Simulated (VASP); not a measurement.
Ni, 2 atoms in the cell. It takes space group Fm-3m (No. 225, cubic). The conventional cell has a = 3.475 Å, b = 3.475 Å, c = 3.475 Å, α = 90.00°, β = 90.00°, γ = 90.00°. Ni (site symmetry m-3m) has 12 Ni at 2.46 Å as nearest neighbours. 

- Program: VASP 6.6.1
- Task: single point
- Functional: LDA
- Potentials or basis: VASP PAW LDA potentials, release 64 (Ni)
- Cutoff: 520 eV
- k mesh: 10 × 10 × 10
- Occupations: fermi-dirac, width 0.05 eV
- Spin: non-collinear spin, antiferromagnetic start
- Starting moments: [[0.707, 0.707, 0.0], [-0.707, -0.707, -0.0]] μB
- Hubbard terms: Ni d U = 4 eV
- Supercell matrix: [1, 0, 0, 0, 1, 0, 0, 0, 2]
- Further INCAR settings: ALGO = Normal; EDIFF = 1e-07

Potentials or basis: VASP PAW LDA potentials, release 64 (Ni).

Run with:

```console
$ cat potpaw_LDA.64/Ni/POTCAR > POTCAR
$ mpirun -np 1 vasp_ncl > vasp.out
```

Hardware: 1 thread of Intel(R) Xeon(R) 6975P-C (Granite Rapids) (shared host).

**Question.** How long does it take, and how much memory?

**Answer.** It took 6.7 min on 1 thread of Intel(R) Xeon(R) 6975P-C (Granite Rapids) (shared host), peak memory 0.34 GiB. Counts: scf iterations 32, k points 282.
